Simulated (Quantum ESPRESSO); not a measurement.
# Mo (Im-3m) in Quantum ESPRESSO: equation of state

Aim: energy against volume of Mo in PBEsol, for its equilibrium volume and stiffness.

Program: Quantum ESPRESSO 7.5. These are calculated values, not measurements. Logs are shortened: lines on timing, memory, paths and dates and some standing lists are left out, and cuts for length are marked.

### Step 1. The crystal as given

Symmetry: Im-3m, No. 229, cubic system. The conventional cell has a = 3.168 Å, b = 3.168 Å, c = 3.168 Å, α = 90.00°, β = 90.00°, γ = 90.00°. Around Mo (site symmetry m-3m) lie 8 Mo at 2.74 Å.

### Step 2. Single point, PBEsol, 14.94 Å³/atom

Input file pw.in:

```
&CONTROL
  calculation = 'scf'
  prefix = 'pwscf'
  outdir = './tmp'
  pseudo_dir = './pseudo'
  tstress = .true.
  disk_io = 'nowf'
/
&SYSTEM
  ibrav = 0
  nat = 1
  ntyp = 1
  ecutwfc = 45
  ecutrho = 360
  nbnd = 13
  occupations = 'smearing'
  smearing = 'fd'
  degauss = 0.00367493
/
&ELECTRONS
  conv_thr = 2d-10
  electron_maxstep = 120
  mixing_beta = 0.5
/
ATOMIC_SPECIES
Mo    95.9500 mo_pbesol_v1.uspp.F.UPF
CELL_PARAMETERS angstrom
  -1.5514772677    1.5514772677    1.5514772677
   1.5514772677   -1.5514772677    1.5514772677
   1.5514772677    1.5514772677   -1.5514772677
ATOMIC_POSITIONS crystal
Mo     0.0000000000    0.0000000000    0.0000000000
K_POINTS automatic
12 12 12 0 0 0
```

Potentials or basis: GBRV 1.5 PBEsol.

Started as:

```sh
OMP_NUM_THREADS=1 mpirun -n 2 pw.x -nk 2 -in pw.in > pw.out
```

pw.out:

```text
This program is part of the open-source Quantum ESPRESSO suite
     for quantum simulation of materials; please cite
         "P. Giannozzi et al., J. Phys.:Condens. Matter 21 395502 (2009);
         "P. Giannozzi et al., J. Phys.:Condens. Matter 29 465901 (2017);
         "P. Giannozzi et al., J. Chem. Phys. 152 154105 (2020);
     in publications or presentations arising from this work. More details at

     Message from routine setup:
     using ibrav=0 with symmetry is DISCOURAGED, use correct ibrav instead

     K-points division:     npool     =       2
     Subspace diagonalization in iterative solution of the eigenvalue problem:
     a serial algorithm will be used

     G-vector sticks info
     --------------------
     sticks:   dense  smooth     PW     G-vecs:    dense   smooth      PW
     Sum         693     345    137                11537     4093    1055

     Using Slab Decomposition

     bravais-lattice index     =            0
     lattice parameter (alat)  =       5.0781  a.u.
     unit-cell volume          =     100.8075 (a.u.)^3
     number of atoms/cell      =            1
     number of atomic types    =            1
     number of electrons       =        14.00
     number of Kohn-Sham states=           13
     kinetic-energy cutoff     =      45.0000  Ry
     charge density cutoff     =     360.0000  Ry
     scf convergence threshold =      2.0E-10
     mixing beta               =       0.5000
     number of iterations used =            8  plain     mixing
     Exchange-correlation= SLA  PW   PSX  PSC
                           (   1   4  10   8   0   0   0)

     celldm(1)=   5.078143  celldm(2)=   0.000000  celldm(3)=   0.000000
     celldm(4)=   0.000000  celldm(5)=   0.000000  celldm(6)=   0.000000

     crystal axes: (cart. coord. in units of alat)
               a(1) = (  -0.577350   0.577350   0.577350 )
               a(2) = (   0.577350  -0.577350   0.577350 )
               a(3) = (   0.577350   0.577350  -0.577350 )

     reciprocal axes: (cart. coord. in units 2 pi/alat)
               b(1) = ( -0.000000  0.866025  0.866025 )
               b(2) = (  0.866025 -0.000000  0.866025 )
               b(3) = (  0.866025  0.866025  0.000000 )

     PseudoPot. # 1 for Mo read from file:
     mo_pbesol_v1.uspp.F.UPF
     Pseudo is Ultrasoft + core correction, Zval = 14.0
     Generated by new atomic code, or converted to UPF format
     Using radial grid of  889 points,  6 beta functions with:
                l(1) =   0
                l(2) =   0
                l(3) =   1
                l(4) =   1
                l(5) =   2
                l(6) =   2
     Q(r) pseudized with  6 coefficients,  rinner =    1.000   1.000   1.000
                                                       1.000   1.000

     atomic species   valence    mass     pseudopotential
     Mo               14.00    95.95000     Mo( 1.00)

     48 Sym. Ops., with inversion, found

   Cartesian axes

     site n.     atom                  positions (alat units)
         1        Mo     tau(   1) = (   0.0000000   0.0000000   0.0000000  )

     number of k points=    72  Fermi-Dirac smearing, width (Ry)=  0.0037
                       cart. coord. in units 2pi/alat
        k(    1) = (   0.0000000   0.0000000   0.0000000), wk =   0.0011574
        k(    2) = (   0.0721688   0.0721688   0.0000000), wk =   0.0138889
        k(    3) = (   0.1443376   0.1443376   0.0000000), wk =   0.0138889
        k(    4) = (   0.2165064   0.2165064   0.0000000), wk =   0.0138889
        k(    5) = (   0.2886751   0.2886751   0.0000000), wk =   0.0138889
        k(    6) = (   0.3608439   0.3608439   0.0000000), wk =   0.0138889
[... 64 lines left out ...]
        k(   71) = (  -0.8660254  -0.0721688  -0.0721688), wk =   0.0138889
        k(   72) = (  -0.8660254  -0.8660254  -0.8660254), wk =   0.0011574

     Dense  grid:    11537 G-vectors     FFT dimensions: (  32,  32,  32)

     Smooth grid:     4093 G-vectors     FFT dimensions: (  24,  24,  24)

     Initial potential from superposition of free atoms

     starting charge      13.9990, renormalised to      14.0000
     Starting wfcs are   13 randomized atomic wfcs

     Self-consistent Calculation

     iteration #  1     ecut=    45.00 Ry     beta= 0.50
     Davidson diagonalization with overlap
     ethr =  1.00E-02,  avg # of iterations =  4.0

     Threshold (ethr) on eigenvalues was too large:
     Diagonalizing with lowered threshold

     Davidson diagonalization with overlap
     ethr =  2.71E-04,  avg # of iterations =  1.9

     total energy              =    -139.33457360 Ry
     estimated scf accuracy    <       0.03908954 Ry

     iteration #  2     ecut=    45.00 Ry     beta= 0.50
     Davidson diagonalization with overlap
     ethr =  2.79E-04,  avg # of iterations =  2.0

     negative rho (up, down):  2.764E-06 0.000E+00

     total energy              =    -139.34072604 Ry
     estimated scf accuracy    <       0.00136677 Ry

     iteration #  3     ecut=    45.00 Ry     beta= 0.50
     Davidson diagonalization with overlap
     ethr =  9.76E-06,  avg # of iterations =  2.4

     negative rho (up, down):  7.134E-06 0.000E+00

     total energy              =    -139.34079385 Ry
     estimated scf accuracy    <       0.00022383 Ry

     iteration #  4     ecut=    45.00 Ry     beta= 0.50
     Davidson diagonalization with overlap
     ethr =  1.60E-06,  avg # of iterations =  1.8

     negative rho (up, down):  6.895E-06 0.000E+00

     total energy              =    -139.34080060 Ry
     estimated scf accuracy    <       0.00000223 Ry

     iteration #  5     ecut=    45.00 Ry     beta= 0.50
     Davidson diagonalization with overlap
     ethr =  1.60E-08,  avg # of iterations =  3.0

     negative rho (up, down):  6.423E-06 0.000E+00

     total energy              =    -139.34080238 Ry
     estimated scf accuracy    <       0.00000029 Ry

     iteration #  6     ecut=    45.00 Ry     beta= 0.50
     Davidson diagonalization with overlap
     ethr =  2.07E-09,  avg # of iterations =  2.0

     negative rho (up, down):  6.329E-06 0.000E+00

     total energy              =    -139.34080242 Ry
     estimated scf accuracy    <          9.0E-09 Ry

     iteration #  7     ecut=    45.00 Ry     beta= 0.50
     Davidson diagonalization with overlap
     ethr =  6.42E-11,  avg # of iterations =  2.0

     negative rho (up, down):  6.277E-06 0.000E+00

     total energy              =    -139.34080242 Ry
     estimated scf accuracy    <          2.2E-09 Ry

     iteration #  8     ecut=    45.00 Ry     beta= 0.50
     Davidson diagonalization with overlap
     ethr =  1.54E-11,  avg # of iterations =  2.0

     negative rho (up, down):  6.273E-06 0.000E+00

     End of self-consistent calculation

          k = 0.0000 0.0000 0.0000 (   531 PWs)   bands (ev):

   -38.8412 -12.0049 -12.0049 -12.0049  14.9725  20.9378  20.9378  20.9378
    24.1187  24.1187  37.1835  37.1835  37.1835

          k = 0.0722 0.0722 0.0000 (   533 PWs)   bands (ev):

   -38.8204 -12.1218 -12.0406 -12.0059  15.2926  20.7540  20.9022  21.2441
    23.8577  24.1232  37.4235  37.7247  37.8348

          k = 0.1443 0.1443 0.0000 (   523 PWs)   bands (ev):

   -38.7631 -12.4344 -12.1369 -12.0087  16.1269  20.2889  20.7417  22.1345
    23.5031  24.1642  37.7948  39.0638  39.2501

          k = 0.2165 0.2165 0.0000 (   525 PWs)   bands (ev):

   -38.6839 -12.8466 -12.2664 -12.0126  16.9785  19.7236  20.7530  23.5164
    23.5659  24.2896  37.3128  39.0241  41.5350

          k = 0.2887 0.2887 0.0000 (   519 PWs)   bands (ev):

   -38.6037 -13.2436 -12.3930 -12.0165  17.1385  19.2197  21.7167  23.9339
    24.5076  25.1994  35.9895  37.3575  44.0071

          k = 0.3608 0.3608 0.0000 (   521 PWs)   bands (ev):

   -38.5442 -13.5257 -12.4841 -12.0197  16.8953  18.8814  23.2049  24.2733
    24.7416  26.7808  34.8225  35.5289  41.2866

          k =-0.4330-0.4330 0.0000 (   512 PWs)   bands (ev):

   -38.5222 -13.6272 -12.5170 -12.0207  16.7689  18.7632  24.1683  24.1826
    24.8474  27.4945  34.3746  34.7109  40.1862

          k = 0.1443 0.0722 0.0722 (   519 PWs)   bands (ev):

   -38.7813 -12.3364 -12.0801 -12.0342  15.8803  20.5242  20.6463  21.9066
    23.4835  24.2152  37.8741  38.5955  38.7831

          k = 0.2165 0.1443 0.0722 (   517 PWs)   bands (ev):

   -38.7130 -12.6842 -12.1968 -12.0485  16.8093  20.0245  20.3939  23.1162
    23.2896  24.3996  38.0876  39.1903  40.1257

          k = 0.2887 0.2165 0.0722 (   520 PWs)   bands (ev):

   -38.6332 -13.0672 -12.3436 -12.0556  17.3865  19.4872  20.7188  23.4921
    24.5899  24.8152  36.9257  38.3065  42.1578

          k = 0.3608 0.2887 0.0722 (   516 PWs)   bands (ev):

   -38.5632 -13.3876 -12.4704 -12.0608  17.2520  19.0810  21.9026  23.9454
    24.8594  26.5731  35.5529  36.4337  41.6567

          k = 0.4330 0.3608 0.0722 (   513 PWs)   bands (ev):

   -38.5223 -13.5686 -12.5427 -12.0637  17.0235  18.8653  22.9721  24.1107
    25.2650  27.8849  34.6182  35.0061  40.0340

          k = 0.2887 0.1443 0.1443 (   518 PWs)   bands (ev):

   -38.6440 -12.9813 -12.3136 -12.1048  17.6403  19.7377  20.0050  23.1918
    24.6099  24.8890  37.8006  38.6162  40.9343

          k = 0.3608 0.2165 0.1443 (   510 PWs)   bands (ev):

   -38.5742 -13.2467 -12.4837 -12.1313  17.9094  19.3205  20.5363  23.4824
    24.9174  26.7788  36.2786  37.6838  41.0744
[... 243 lines left out ...]
   -38.4124 -13.3766 -12.8234 -12.5851  17.7236  18.8421  21.5607  22.7038
    27.0636  30.3206  33.6747  36.8759  40.1167

          k =-0.7939-0.1443-0.2165 (   511 PWs)   bands (ev):

   -38.3920 -13.2767 -12.9706 -12.6454  17.7450  18.2448  21.7482  23.9010
    26.3165  30.7510  34.0680  35.7589  41.3098

          k =-0.7217-0.1443-0.1443 (   505 PWs)   bands (ev):

   -38.3777 -13.1630 -13.1630 -12.6436  17.8504  17.8504  21.6320  25.4449
    25.4449  33.2920  33.2954  33.2954  42.5148

          k =-0.0000-0.0000 0.5774 (   514 PWs)   bands (ev):

   -38.4194 -13.0738 -12.8315 -12.8315  17.9038  18.3005  23.1406  23.1406
    24.7972  27.7420  37.9318  37.9318  39.1936

          k = 0.0000-0.0722 0.6495 (   508 PWs)   bands (ev):

   -38.3735 -13.1848 -12.9338 -12.8644  17.4201  17.8168  23.4856  23.8109
    26.0478  29.3972  35.2661  35.9185  40.8997

          k =-0.8660-0.1443-0.1443 (   504 PWs)   bands (ev):

   -38.3566 -13.2470 -12.9707 -12.8538  17.2704  17.6086  23.4864  23.9941
    26.8606  31.2819  33.0241  34.9350  42.1648

          k =-0.7939-0.0722-0.1443 (   499 PWs)   bands (ev):

   -38.3436 -13.1809 -13.0721 -12.8830  17.1496  17.3252  23.6485  25.2523
    26.3413  31.2623  33.6355  33.8090  42.4716

          k = 0.0000 0.0000 0.7217 (   498 PWs)   bands (ev):

   -38.3311 -13.1191 -13.0385 -13.0385  16.9094  17.1275  25.1791  25.1791
    26.1131  30.2835  33.9392  33.9392  42.1048

          k =-0.8660-0.0722-0.0722 (   490 PWs)   bands (ev):

   -38.3155 -13.1504 -13.0764 -13.0454  16.7666  16.8345  25.5236  25.7396
    26.7165  31.6739  32.2457  32.9040  43.3048

          k =-0.8660-0.8660-0.8660 (   490 PWs)   bands (ev):

   -38.3004 -13.1146 -13.1146 -13.1146  16.5705  16.5705  26.6646  26.6646
    26.6646  31.7621  31.7621  31.7621  42.8640

     the Fermi energy is    22.3271 ev

!    total energy              =    -139.34080242 Ry
     estimated scf accuracy    <          5.9E-11 Ry
     smearing contrib. (-TS)   =      -0.00015290 Ry
     internal energy E=F+TS    =    -139.34064953 Ry

     The total energy is F=E-TS. E is the sum of the following terms:
     one-electron contribution =     -15.37473316 Ry
     hartree contribution      =      16.95728598 Ry
     xc contribution           =     -19.27891804 Ry
     ewald contribution        =    -121.64428431 Ry

     convergence has been achieved in   8 iterations

     Computing stress (Cartesian axis) and pressure

     negative rho (up, down):  6.273E-06 0.000E+00
          total   stress  (Ry/bohr**3)                   (kbar)     P=       65.98
   0.00044849  -0.00000000  -0.00000000           65.98       -0.00       -0.00
  -0.00000000   0.00044849  -0.00000000           -0.00       65.98       -0.00
  -0.00000000  -0.00000000   0.00044849           -0.00       -0.00       65.98

=------------------------------------------------------------------------------=
   JOB DONE.
=------------------------------------------------------------------------------=
```

It took 4.8 s on 2 MPI ranks of Intel Xeon Platinum 8375C at 2.90GHz (Ice Lake), shared host; peak memory 0.14 GiB.

What came out:

```
Free energy            : -1895.8282 eV
Pressure               : 6.6 GPa
Band gap on the k mesh : none (metal or under the smearing width)
```

### Step 3. Single point, PBEsol, 15.26 Å³/atom

Edit pw.in of step 2 so:

```diff
@@ -27,5 +27,5 @@
 CELL_PARAMETERS angstrom
-  -1.5514772677    1.5514772677    1.5514772677
-   1.5514772677   -1.5514772677    1.5514772677
-   1.5514772677    1.5514772677   -1.5514772677
+  -1.5624035240    1.5624035240    1.5624035240
+   1.5624035240   -1.5624035240    1.5624035240
+   1.5624035240    1.5624035240   -1.5624035240
 ATOMIC_POSITIONS crystal
```

Potentials or basis: GBRV 1.5 PBEsol.

Started as:

```sh
OMP_NUM_THREADS=1 mpirun -n 2 pw.x -nk 2 -in pw.in > pw.out
```

It took 6.8 s on 2 MPI ranks of Intel Xeon Platinum 8375C at 2.90GHz (Ice Lake), shared host; peak memory 0.14 GiB.

The run converged. Its results:

- Free energy: -1895.8360 eV
- Pressure: 0.3 GPa
- Band gap on the k mesh: none (metal or under the smearing width)

### Step 4. Single point, PBEsol, 15.57 Å³/atom

Edit pw.in of step 3 so:

```diff
@@ -27,5 +27,5 @@
 CELL_PARAMETERS angstrom
-  -1.5624035240    1.5624035240    1.5624035240
-   1.5624035240   -1.5624035240    1.5624035240
-   1.5624035240    1.5624035240   -1.5624035240
+  -1.5731790612    1.5731790612    1.5731790612
+   1.5731790612   -1.5731790612    1.5731790612
+   1.5731790612    1.5731790612   -1.5731790612
 ATOMIC_POSITIONS crystal
```

Started as:

```sh
OMP_NUM_THREADS=1 mpirun -n 2 pw.x -nk 2 -in pw.in > pw.out
```

Wall time 5.9 s (2 MPI ranks of Intel Xeon Platinum 8375C at 2.90GHz (Ice Lake), shared host); peak memory 0.14 GiB.

Results (log left out):

- Free energy: -1895.8319 eV
- Pressure: -5.3 GPa
- Band gap on the k mesh: none (metal or under the smearing width)

### Step 5. Single point, PBEsol, 15.89 Å³/atom

Edit pw.in of step 4 so:

```diff
@@ -27,5 +27,5 @@
 CELL_PARAMETERS angstrom
-  -1.5731790612    1.5731790612    1.5731790612
-   1.5731790612   -1.5731790612    1.5731790612
-   1.5731790612    1.5731790612   -1.5731790612
+  -1.5838089719    1.5838089719    1.5838089719
+   1.5838089719   -1.5838089719    1.5838089719
+   1.5838089719    1.5838089719   -1.5838089719
 ATOMIC_POSITIONS crystal
```

Started as:

```sh
OMP_NUM_THREADS=1 mpirun -n 2 pw.x -nk 2 -in pw.in > pw.out
```

It took 6.1 s on 2 MPI ranks of Intel Xeon Platinum 8375C at 2.90GHz (Ice Lake), shared host; peak memory 0.14 GiB.

It converged, with:

```yaml
Free_energy: -1895.8172 eV
Pressure: -10.4 GPa
Band_gap_on_the_k_mesh: none (metal or under the smearing width)
```

### Step 6. Single point, PBEsol, 16.21 Å³/atom

Edit pw.in of step 5 so:

```diff
@@ -27,5 +27,5 @@
 CELL_PARAMETERS angstrom
-  -1.5838089719    1.5838089719    1.5838089719
-   1.5838089719   -1.5838089719    1.5838089719
-   1.5838089719    1.5838089719   -1.5838089719
+  -1.5942980787    1.5942980787    1.5942980787
+   1.5942980787   -1.5942980787    1.5942980787
+   1.5942980787    1.5942980787   -1.5942980787
 ATOMIC_POSITIONS crystal
```

Potentials or basis: GBRV 1.5 PBEsol.

Started as:

```sh
OMP_NUM_THREADS=1 mpirun -n 2 pw.x -nk 2 -in pw.in > pw.out
```

Wall time 4.6 s (2 MPI ranks of Intel Xeon Platinum 8375C at 2.90GHz (Ice Lake), shared host); peak memory 0.14 GiB.

It converged, with:

- Free energy: -1895.7929 eV
- Pressure: -14.9 GPa
- Band gap on the k mesh: none (metal or under the smearing width)

### Step 7. Single point, PBEsol, 16.53 Å³/atom

Edit pw.in of step 6 so:

```diff
@@ -27,5 +27,5 @@
 CELL_PARAMETERS angstrom
-  -1.5942980787    1.5942980787    1.5942980787
-   1.5942980787   -1.5942980787    1.5942980787
-   1.5942980787    1.5942980787   -1.5942980787
+  -1.6046509537    1.6046509537    1.6046509537
+   1.6046509537   -1.6046509537    1.6046509537
+   1.6046509537    1.6046509537   -1.6046509537
 ATOMIC_POSITIONS crystal
```

Started as:

```sh
OMP_NUM_THREADS=1 mpirun -n 2 pw.x -nk 2 -in pw.in > pw.out
```

Wall time 4.5 s (2 MPI ranks of Intel Xeon Platinum 8375C at 2.90GHz (Ice Lake), shared host); peak memory 0.16 GiB.

It converged, with:

* Free energy: -1895.7601 eV
* Pressure: -19.0 GPa
* Band gap on the k mesh: none (metal or under the smearing width)

### Step 8. Single point, PBEsol, 16.85 Å³/atom

Edit pw.in of step 7 so:

```diff
@@ -27,5 +27,5 @@
 CELL_PARAMETERS angstrom
-  -1.6046509537    1.6046509537    1.6046509537
-   1.6046509537   -1.6046509537    1.6046509537
-   1.6046509537    1.6046509537   -1.6046509537
+  -1.6148719360    1.6148719360    1.6148719360
+   1.6148719360   -1.6148719360    1.6148719360
+   1.6148719360    1.6148719360   -1.6148719360
 ATOMIC_POSITIONS crystal
```

Started as:

```sh
OMP_NUM_THREADS=1 mpirun -n 2 pw.x -nk 2 -in pw.in > pw.out
```

It took 5 s on 2 MPI ranks of Intel Xeon Platinum 8375C at 2.90GHz (Ice Lake), shared host; peak memory 0.16 GiB.

Results (log left out):

```
Free energy            : -1895.7197 eV
Pressure               : -22.6 GPa
Band gap on the k mesh : none (metal or under the smearing width)
```

### Step 9. Equation of state, PBEsol

Potentials or basis: GBRV 1.5 PBEsol.

No new run: the results of the series are fitted here.

Results:

| Item | Value |
| --- | --- |
| Equilibrium volume | 15.30 Å³/atom |
| Bulk modulus | 284 GPa |
| Pressure derivative of the bulk modulus | 4.3 |

Energy against volume, from the lowest point:
```
volume (Å³/atom)  energy (meV/atom)
          14.938               7.78
          15.256               0.00
          15.574               4.08
          15.892              18.81
          16.209              43.07
          16.527              75.87
          16.845             116.30
```
